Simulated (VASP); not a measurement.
Here is a VASP 6.6.1 calculation.

POSCAR

```
AlN
1.0
    3.0276690160      0.0000000000      0.0000000000
   -1.5138345080      2.6220382821      0.0000000000
    0.0000000000      0.0000000000      4.8444649434
Al N
2 2
Cartesian
    1.5138345082      0.8740127606      2.4222324717
   -0.0000000002      1.7480255215      0.0000000000
    1.5138345082      0.8740127606      4.2631291502
   -0.0000000002      1.7480255215      1.8408966785
```

File INCAR.step1:

```
ALGO     = Normal         # electronic algorithm
EDIFF    = 1E-5           # SCF threshold, eV
ENCUT    = 500            # plane-wave cutoff, eV
GGA      = PE             # functional
ISIF     = 2              # what is computed and relaxed
ISMEAR   = -1             # smearing method
LASPH    = True           # aspherical terms in the spheres
LREAL    = False          # projectors in reciprocal space
LWAVE    = True           # write WAVECAR
NELM     = 100            # most SCF steps
PREC     = Accurate       # precision mode
SIGMA    = 0.02           # smearing width, eV
```

File INCAR.step2:

```
AEXX     = 0.2            # exact-exchange fraction
AGGAC    = 0.81         
AGGAX    = 0.72         
ALDAC    = 0.19         
ALGO     = Normal         # electronic algorithm
EDIFF    = 1E-6           # SCF threshold, eV
ENCUT    = 500            # plane-wave cutoff, eV
GGA      = B3             # functional
HFRCUT   = -1           
ISIF     = 2              # what is computed and relaxed
ISMEAR   = -1             # smearing method
ISTART   = 1            
IVDW     = 12             # dispersion correction
LASPH    = True           # aspherical terms in the spheres
LCHARG   = True           # write CHGCAR
LELF     = True           # ELF
LHFCALC  = True           # exact exchange
LORBIT   = 11             # projections on sites
LREAL    = False          # projectors in reciprocal space
LVHAR    = True         
LWAVE    = False          # write WAVECAR
NELM     = 100            # most SCF steps
PREC     = Accurate       # precision mode
PRECFOCK = Fast         
SIGMA    = 0.02           # smearing width, eV
```

File KPOINTS:

```
k-points
0
Gamma
  5 5 3
```

Potentials or basis: VASP PAW PBE potentials, release 64 (Al, N).

Command:

```console
$ cat potpaw_PBE.64/Al/POTCAR potpaw_PBE.64/N/POTCAR > POTCAR
$ cp INCAR.step1 INCAR
$ mpirun -np 1 vasp_std > vasp.out
$ cp INCAR.step2 INCAR
$ mpirun -np 1 vasp_std > vasp.out
```

(1) Estimate the dispersion energy per atom.

(2) Predict the band gap on the k mesh.

(3) What does it give for the largest force?

Results:

(1) -0.539 eV.

(2) 7.02 eV, direct.

(3) 0.184 eV/Å.

Caveat: the k mesh is coarse (spacing up to 0.48 Å⁻¹), so the values aren't converged, least of all with exact exchange; the PAW data sets were made with another functional, which shifts forces and pressure a little; an odd mesh through Γ misses points on the zone boundary, where band edges often lie.
